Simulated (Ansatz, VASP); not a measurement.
## ZnCu in VASP and in Ansatz

```
CELL_PARAMETERS angstrom
2.96450 0.00000 0.00000
0.00000 2.96450 0.00000
0.00000 0.00000 2.96450
ATOMIC_POSITIONS crystal
Zn 0.50000 0.50000 0.50000
Cu 0.00000 0.00000 0.00000
```

Change from the starting cell: volume scaled by 1.02.

Alike in both runs: task single point; functional PBE; k mesh 14 × 14 × 14; occupations fermi-dirac, width 0.05 eV; no spin polarisation.

```csv
,VASP,Ansatz
version,VASP 6.6.1,Ansatz 0.2.0
potentials or method,"VASP PAW PBE potentials, release 64 (Zn, Cu), cutoff 520 eV","all-electron LAPW, scalar-relativistic"
```

Ansatz gave:

| Item | Value |
| --- | --- |
| pressure (GPa) | -0.1 |

Problem. Estimate VASP's values.

Solution. Pressure (GPa): 0.4.

Ansatz ran all-electron here, so the differences hold the error of VASP's frozen core and of both bases.
